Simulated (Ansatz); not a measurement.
# Sb: the cost of one run

Computed with Ansatz 0.2.0 (DFT PBE, scalar-relativistic, plane waves, PAW, unless a step's input says otherwise).

### Step 1. Starting point

Symmetry: Cmmm, No. 65, orthorhombic system. The conventional cell has a = 3.814 Å, b = 5.210 Å, c = 3.550 Å, α = 90.00°, β = 90.00°, γ = 90.00°. Sb (site symmetry mmm) has 6 Sb at 3.23 to 3.55 Å as nearest neighbours.

Structure file:

```cif
data_structure
_symmetry_space_group_name_H-M 'P 1'
_symmetry_Int_Tables_number 1
_cell_length_a 3.2286
_cell_length_b 3.2286
_cell_length_c 3.5498
_cell_angle_alpha 90.000
_cell_angle_beta 90.000
_cell_angle_gamma 107.586
_cell_volume 35.27
loop_
_atom_site_label
_atom_site_type_symbol
_atom_site_fract_x
_atom_site_fract_y
_atom_site_fract_z
_atom_site_occupancy
Sb1 Sb 0.00000 0.00000 0.50000 1
```

The cell is invented: random cell by space group and Wyckoff sites (Cmmm, No. 65). Lengths come from tabulated atomic sizes and are only a guess.

### Step 2. A first look at the guess

Contents of input.yaml:

```yaml
crystal:
  lattice:
    - [1.90713877, -2.60510313, 0.0]
    - [1.90713877, 2.60510313, 0.0]
    - [0.0, 0.0, 3.5497608]
  atoms:
    - { symbol: Sb, position: [0.0, 0.0, 0.5] }
basis:
  ecutwfc: 420
kpoints:
  mp_grid: { grid: [6, 6, 6] }
hamiltonian:
  xc: pbe
scf:
  occupations: { method: gaussian, width: 0.1 }
  lower_state_search: "off"
output:
  forces: true
  stress: true
  eigenvalues: true
```

Started as:

```
$ ansatz run input.yaml --threads 1 --pin off --max-ram 2048MiB --backend cpu --events-out ev --progress --plain --runs-dir out
```

Q: Estimate wall time and peak memory on 1 thread of Arm Neoverse V1, shared host.

About 1.4 s, with a peak of 0.28 GiB.
